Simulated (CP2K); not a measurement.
Runs of CP2K 2026.2 on Mo. The structure is cubic, space group Im-3m (No. 229). Conventional cell: a = 3.168 Å, b = 3.168 Å, c = 3.168 Å, α = 90.00°, β = 90.00°, γ = 90.00°. Mo (site symmetry m-3m) is surrounded by 8 Mo at 2.74 Å. 

```csv
task,level,potentials or basis,smearing,EPS_DEFAULT,NGRIDS,basis sets,potentials,points a segment of the path (NPOINTS),gap on the mesh (eV),pressure (GPa),V0 of scaled cells (Å³/atom),B0 (GPa)
band structure,TB-mBJ,POTENTIAL_UZH Mo GTH-PBE-q14; TZVP-MOLOPT-PBE-GTH basis,fermi-dirac 0.0259 eV,1.0E-9,5,Mo TZVP-MOLOPT-PBE-GTH-q14,Mo GTH-PBE-q14 of POTENTIAL_UZH,8,none,-,-,-
band structure,PBE,POTENTIAL_UZH Mo GTH-PBE-q14; TZVP-MOLOPT-PBE-GTH basis,fermi-dirac 0.0259 eV,1.0E-10,5,Mo TZVP-MOLOPT-PBE-GTH-q14,Mo GTH-PBE-q14 of POTENTIAL_UZH,6,none,0.1,-,-
equation of state,LDA,GTH_POTENTIALS Mo GTH-PADE-q14; TZVP-MOLOPT-PBE-GTH basis,fermi-dirac 0.0259 eV,1.0E-9,5,Mo TZVP-MOLOPT-PBE-GTH-q14,Mo GTH-PADE-q14 of GTH_POTENTIALS,-,-,-,15.19,309
band structure,r2SCAN,POTENTIAL_UZH Mo GTH-SCAN-q14; TZVP-MOLOPT-SCAN-GTH basis,fermi-dirac 0.0259 eV,1.0E-9,4,Mo TZVP-MOLOPT-SCAN-GTH-q14,Mo GTH-SCAN-q14 of POTENTIAL_UZH,10,none,-2.2,-,-
band structure,PBEsol,POTENTIAL_UZH Mo GTH-PBE-q14; TZVP-MOLOPT-PBE-GTH basis,fermi-dirac 0.05 eV,1.0E-9,5,Mo TZVP-MOLOPT-PBE-GTH-q14,Mo GTH-PBE-q14 of POTENTIAL_UZH,10,none,(b),-,-
equation of state,PBEsol,POTENTIAL_UZH Mo GTH-PBE-q14; TZVP-MOLOPT-PBE-GTH basis,fermi-dirac 0.05 eV,1.0E-10,4,Mo TZVP-MOLOPT-PBE-GTH-q14,Mo GTH-PBE-q14 of POTENTIAL_UZH,-,-,-,15.48,283
band structure,LDA,GTH_POTENTIALS Mo GTH-PADE-q14; TZVP-MOLOPT-PBE-GTH basis,fermi-dirac 0.0259 eV,1.0E-10,4,Mo TZVP-MOLOPT-PBE-GTH-q14,Mo GTH-PADE-q14 of GTH_POTENTIALS,6,none,-12.6,-,-
single point,PBE,POTENTIAL_UZH Mo GTH-PBE-q14; TZVP-MOLOPT-PBE-GTH basis,fermi-dirac 0.05 eV,1.0E-10,5,Mo TZVP-MOLOPT-PBE-GTH-q14,Mo GTH-PBE-q14 of POTENTIAL_UZH,-,none,0.1,-,-
equation of state,PBE,POTENTIAL_UZH Mo GTH-PBE-q14; TZVP-MOLOPT-PBE-GTH basis,fermi-dirac 0.05 eV,1.0E-10,5,Mo TZVP-MOLOPT-PBE-GTH-q14,Mo GTH-PBE-q14 of POTENTIAL_UZH,-,-,-,15.90,(a)
band structure,PBE,POTENTIAL_UZH Mo GTH-PBE-q14; TZVP-MOLOPT-PBE-GTH basis,fermi-dirac 0.0259 eV,1.0E-9,4,Mo TZVP-MOLOPT-PBE-GTH-q14,Mo GTH-PBE-q14 of POTENTIAL_UZH,8,none,0.1,-,-
```

Alike in all rows: no spin polarisation; cell as given; k mesh 12 × 12 × 12.

Task: Fill in the values left out.

Result: (a) 261; (b) -7.0.

Caveats: the basis of atomic orbitals isn't converged, which shifts pressures, moduli and gaps; the potentials were made for another functional, which shifts forces and pressure (some runs); this is a model potential without an energy functional, so only levels have meaning (some runs).

A k mesh can miss the band edges, and the runs leave out spin-orbit coupling on Mo.

A gap of «none» marks a metal or a gap under the smearing width.

Not every run made on this cell is shown here.
